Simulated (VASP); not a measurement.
# TiO2 (P4_2/mnm) in VASP: settings compared, part 2 of 3

VASP 6.6.1. The steps go on from the part before.

### 3 Dielectric tensor, LDA

INCAR

```
PREC = Accurate
ENCUT = 520
EDIFF = 1E-8
ISMEAR = 0
SIGMA = 0.02
LREAL = F
LASPH = T
NELM = 100
ALGO = Normal
ISIF = 2
LWAVE = F
LCHARG = F
GGA = CA
LEPSILON = T
KPAR = 4
```

KPOINTS

```
Automatic mesh
0
Gamma
  6 6 10
```

POSCAR

```
TiO2
1.0
    4.5998373239      0.0000000000      0.0000000000
    0.0000000000      4.5998373239      0.0000000000
    0.0000000000      0.0000000000      2.9592135600
Ti O
2 4
Direct
    0.0000000000      0.0000000000      0.5000000000
    0.5000000000      0.5000000000      0.0000000000
    0.3043213200      0.3043213200      0.5000000000
    0.1956786800      0.8043213200      0.0000000000
    0.8043213200      0.1956786800      0.0000000000
    0.6956786800      0.6956786800      0.5000000000
```

Potentials or basis: VASP PAW LDA potentials, release 64 (Ti_sv, O).

The run is started by

```bash
> cat potpaw_LDA.64/Ti_sv/POTCAR potpaw_LDA.64/O/POTCAR > POTCAR
> mpirun -np 4 vasp_std > vasp.out
```

OUTCAR:

```text
PREC = Accurate
   ENCUT = 520
   EDIFF = 1E-8
   ISMEAR = 0
   LREAL = F
   LASPH = T
   NELM = 100
   ISIF = 2
   GGA = CA
   LEPSILON = T

 ion  position               nearest neighbor table
   1  0.000  0.000  0.500-   4 1.95   5 1.95   4 1.95   5 1.95   3 1.98   6 1.98
   2  0.500  0.500  0.000-   3 1.95   6 1.95   3 1.95   6 1.95   5 1.98   4 1.98
   3  0.304  0.304  0.500-   2 1.95   2 1.95   1 1.98
   4  0.196  0.804  0.000-   1 1.95   1 1.95   2 1.98
   5  0.804  0.196  0.000-   1 1.95   1 1.95   2 1.98
   6  0.696  0.696  0.500-   2 1.95   2 1.95   1 1.98

  LATTYP: Found a simple tetragonal cell.
 ALAT       =     4.5998373239
 C/A-ratio  =     0.6433300466

  Lattice vectors:

 A1 = (   4.5998373239,   0.0000000000,   0.0000000000)
 A2 = (   0.0000000000,   4.5998373239,   0.0000000000)
 A3 = (   0.0000000000,   0.0000000000,   2.9592135600)

Analysis of symmetry for initial positions (statically):
=====================================================================
 Subroutine PRICEL returns:
 Original cell was already a primitive cell.

 Routine SETGRP: Setting up the symmetry group for a
 simple tetragonal supercell.

 Subroutine GETGRP returns: Found 16 space group operations
 (whereof  8 operations were pure point group operations)
 out of a pool of 16 trial point group operations.

The static configuration has the point symmetry D_2h.
 The point group associated with its full space group is D_4h.

Analysis of symmetry for dynamics (positions and initial velocities):
=====================================================================
 Subroutine PRICEL returns:
 Original cell was already a primitive cell.

 Routine SETGRP: Setting up the symmetry group for a
 simple tetragonal supercell.

 Subroutine GETGRP returns: Found 16 space group operations
 (whereof  8 operations were pure point group operations)
 out of a pool of 16 trial point group operations.

The dynamic configuration has the point symmetry D_2h.
 The point group associated with its full space group is D_4h.

 Subroutine INISYM returns: Found 16 space group operations
 (whereof  8 operations are pure point group operations),
 and found     1 'primitive' translations

----------------------------------------------------------------------------------------

                                     Primitive cell

  volume of cell :      62.6125

  direct lattice vectors                    reciprocal lattice vectors
     4.599837324  0.000000000  0.000000000     0.217398993  0.000000000  0.000000000
     0.000000000  4.599837324  0.000000000     0.000000000  0.217398993  0.000000000
     0.000000000  0.000000000  2.959213560     0.000000000  0.000000000  0.337927622

  length of vectors
     4.599837324  4.599837324  2.959213560     0.217398993  0.217398993  0.337927622

  position of ions in fractional coordinates (direct lattice)
     0.000000000  0.000000000  0.500000000
     0.500000000  0.500000000  0.000000000
     0.304321320  0.304321320  0.500000000
[... 887 lines left out ...]

 VOLUME and BASIS-vectors are now :
 -----------------------------------------------------------------------------
  energy-cutoff  :      520.00
  volume of cell :       62.61
      direct lattice vectors                 reciprocal lattice vectors
     4.599837324  0.000000000  0.000000000     0.217398993  0.000000000  0.000000000
     0.000000000  4.599837324  0.000000000     0.000000000  0.217398993  0.000000000
     0.000000000  0.000000000  2.959213560     0.000000000  0.000000000  0.337927622

 POSITION                                       TOTAL-FORCE (eV/Angst)
 -----------------------------------------------------------------------------------
      0.00000      0.00000      1.47961        -0.000000     -0.000000      0.000000
      2.29992      2.29992      0.00000        -0.000000     -0.000000      0.000000
      1.39983      1.39983      1.47961         0.068565      0.068565     -0.000000
      0.90009      3.69975      0.00000        -0.068565      0.068565      0.000000
      3.69975      0.90009      0.00000         0.068565     -0.068565      0.000000
      3.20001      3.20001      1.47961        -0.068565     -0.068565      0.000000
 -----------------------------------------------------------------------------------
    total drift:                                0.000000      0.000000      0.000000

  FREE ENERGIE OF THE ION-ELECTRON SYSTEM (eV)
  ---------------------------------------------------
  free  energy   TOTEN  =       -58.7318078157 eV

  energy  without entropy=      -58.7318078157  energy(sigma->0) =      -58.73180782

 HEAD OF MICROSCOPIC STATIC DIELECTRIC TENSOR (INDEPENDENT PARTICLE, excluding Hartree and local field effects)
 ------------------------------------------------------
           7.909561     0.000000     0.000000
           0.000000     7.909561     0.000000
           0.000000     0.000000     9.312807
 ------------------------------------------------------

 Free energy of the ion-electron system (eV)
  ---------------------------------------------------
  ---------------------------------------------------
  free energy    TOTEN  =        -1.18114263 eV

  energy without entropy =       -1.18114263

------------------------ aborting loop because EDIFF is reached ----------------------------------------

--------------------------------------- Ionic step        2  -------------------------------------------

------------------------ aborting loop because EDIFF is reached ----------------------------------------

--------------------------------------- Ionic step        3  -------------------------------------------

 Free energy of the ion-electron system (eV)
  ---------------------------------------------------
  ---------------------------------------------------
  free energy    TOTEN  =        -1.44308956 eV

  energy without entropy =       -1.44308956

------------------------ aborting loop because EDIFF is reached ----------------------------------------

 PIEZOELECTRIC TENSOR FIELD DIRECTION 3  (e Angst)
 -----------------------------------------------------------------------------
    -0.00060  0.00000  0.00000           (  0.00021  0.00000  0.00000)
     0.00000 -0.00060  0.00000           (  0.00000  0.00021  0.00000)
     0.00000  0.00000 -0.00037           (  0.00000  0.00000 -0.00047)

 PIEZOELECTRIC TENSOR FIELD DIRECTION 3  (C/m^2)
 -----------------------------------------------------------------------------
    -0.00015  0.00000  0.00000
     0.00000 -0.00015  0.00000
     0.00000  0.00000 -0.00009

 MACROSCOPIC STATIC DIELECTRIC TENSOR (including local field effects in DFT)
 ------------------------------------------------------
           7.622767    -0.000000     0.000000
           0.000000     7.622767     0.000000
           0.000000     0.000000     9.089962
 ------------------------------------------------------

 PIEZOELECTRIC TENSOR (including local field effects)  for field in x, y, z        (e  Angst)
          XX          YY          ZZ          XY          YZ          ZX
  --------------------------------------------------------------------------------
  x     0.00000     0.00000     0.00000     0.00000     0.00000     0.00000
  y     0.00000     0.00000     0.00000     0.00000     0.00000     0.00000
  z     0.00000     0.00000     0.00000     0.00000     0.00000     0.00000

 PIEZOELECTRIC TENSOR (including local field effects)  for field in x, y, z        (C/m^2)
          XX          YY          ZZ          XY          YZ          ZX
  --------------------------------------------------------------------------------
  x     0.00000     0.00000     0.00000     0.00000     0.00000     0.00000
  y     0.00000     0.00000     0.00000     0.00000     0.00000     0.00000
  z     0.00000     0.00000     0.00000     0.00000     0.00000     0.00000

 BORN EFFECTIVE CHARGES (including local field effects) (in |e|, cummulative output)
 ---------------------------------------------------------------------------------
 ion    1
    1     6.32672     1.03495     0.00000
    2     1.03495     6.32672     0.00000
    3     0.00000     0.00000     7.71023
 ion    2
    1     6.32672    -1.03495     0.00000
    2    -1.03495     6.32672     0.00000
    3     0.00000     0.00000     7.71023
 ion    3
    1    -3.16336    -1.80669     0.00000
    2    -1.80669    -3.16336     0.00000
    3     0.00000     0.00000    -3.85511
 ion    4
    1    -3.16336     1.80669     0.00000
    2     1.80669    -3.16336     0.00000
    3     0.00000     0.00000    -3.85511
 ion    5
    1    -3.16336     1.80669     0.00000
    2     1.80669    -3.16336     0.00000
    3     0.00000     0.00000    -3.85511
 ion    6
    1    -3.16336    -1.80669     0.00000
    2    -1.80669    -3.16336     0.00000
    3     0.00000     0.00000    -3.85511
```

OSZICAR:

```text
N       E                     dE             d eps       ncg     rms          rms(c)
DAV:   1     0.670660941079E+03    0.67066E+03   -0.25368E+04  3360   0.202E+03
DAV:   2     0.421768615689E+02   -0.62848E+03   -0.60991E+03  3636   0.590E+02
DAV:   3    -0.696160133554E+02   -0.11179E+03   -0.10865E+03  5304   0.213E+02
[... 11 lines left out ...]
RMM:  19    -0.144308948291E+01   -0.12573E-06   -0.62131E-06  6107   0.211E-03    0.149E-05
RMM:  20    -0.144308949349E+01   -0.10583E-07   -0.33289E-06  5834   0.211E-03    0.179E-05
RMM:  21    -0.144308951019E+01   -0.16694E-07   -0.62908E-06  5771   0.210E-03    0.124E-05
RMM:  22    -0.144308955233E+01   -0.42144E-07   -0.75170E-06  5699   0.210E-03    0.163E-05
RMM:  23    -0.144308954235E+01    0.99759E-08   -0.27618E-06  5639   0.210E-03    0.109E-05
RMM:  24    -0.144308955127E+01   -0.89121E-08   -0.41682E-06  5589   0.210E-03    0.147E-05
RMM:  25    -0.144308955778E+01   -0.65136E-08   -0.11046E-05  5571   0.210E-03    0.954E-06
```

stdout:

```text
POSCAR found type information on POSCAR TiO
 POSCAR found :  2 types and       6 ions
 scaLAPACK will be used
 LDA part: xc-table for (Slater(with rela. corr.)+CA(PZ))
 , standard interpolation
[... 103 lines left out ...]
 LRF_COMMUTATOR internal error: the vector H(1)-e(1) S(1) |phi(0)> is not orthog
 onal to |phi(0)> (1.037592494582129E-004,-1.443289932012704E-015)
 LRF_COMMUTATOR internal error: the vector H(1)-e(1) S(1) |phi(0)> is not orthog
 onal to |phi(0)> (-1.135276753218006E-004,-1.443289932012704E-015)
 LRF_COMMUTATOR internal error: the vector H(1)-e(1) S(1) |phi(0)> is not orthog
 onal to |phi(0)> (1.135276688607467E-004,4.607425552194400E-015)
 LRF_COMMUTATOR internal error: the vector H(1)-e(1) S(1) |phi(0)> is not orthog
 onal to |phi(0)> (-1.928364452267184E-004,-9.992007221626409E-016)
 LRF_COMMUTATOR internal error: the vector H(1)-e(1) S(1) |phi(0)> is not orthog
 onal to |phi(0)> (1.928364429028551E-004,6.883382752675971E-015
```

It took 10 min on 4 MPI ranks of Intel Xeon Platinum 8259CL at 2.50GHz (Skylake/Cascade Lake), shared host; peak memory 0.51 GiB.

Results:

```yaml
Band_gap_on_the_k_mesh: 1.75 eV, direct
Electronic_dielectric_tensor_diagonal: 7.62, 7.62, 9.09
Born_charges_mean_of_the_diagonal: Ti +6.79; O -3.39 e
```

Levels at points of the mesh, in eV from the valence-band top:
| k point | band 21 | band 22 | band 23 | band 24 | band 25 | band 26 | band 27 | band 28 |
| --- | --- | --- | --- | --- | --- | --- | --- | --- |
| (0.00, 0.00, 0.00) | -0.71 | -0.46 | -0.46 | 0.00 | 1.75 | 2.02 | 2.30 | 2.40 |
| (0.50, 0.00, 0.00) | -1.67 | -1.67 | -0.75 | -0.75 | 2.42 | 2.42 | 2.94 | 2.94 |
| (0.50, 0.50, 0.00) | -1.32 | -1.32 | -1.09 | -1.09 | 1.79 | 1.79 | 2.42 | 2.42 |
| (0.00, 0.00, 0.50) | -2.44 | -2.44 | -1.45 | -1.45 | 2.90 | 2.90 | 3.08 | 3.08 |
| (0.50, 0.00, 0.50) | -2.08 | -2.08 | -1.06 | -1.06 | 1.79 | 1.79 | 3.11 | 3.11 |
| (0.50, 0.50, 0.50) | -1.32 | -1.32 | -0.68 | -0.68 | 2.50 | 2.50 | 3.11 | 3.11 |

Electronic dielectric tensor:
```
7.62 0.00 0.00
0.00 7.62 0.00
0.00 0.00 9.09
```

Born effective charge tensors (e):
atom 1, Ti
```
6.33 1.03 0.00
1.03 6.33 0.00
0.00 0.00 7.71
```
atom 2, Ti
```
 6.33 -1.03  0.00
-1.03  6.33  0.00
 0.00  0.00  7.71
```
atom 3, O
```
-3.16 -1.81  0.00
-1.81 -3.16  0.00
 0.00  0.00 -3.86
```
atom 4, O
```
-3.16  1.81  0.00
 1.81 -3.16  0.00
 0.00  0.00 -3.86
```
atom 5, O
```
-3.16  1.81  0.00
 1.81 -3.16  0.00
 0.00  0.00 -3.86
```
atom 6, O
```
-3.16 -1.81  0.00
-1.81 -3.16  0.00
 0.00  0.00 -3.86
```

[end of part 2 of 3]
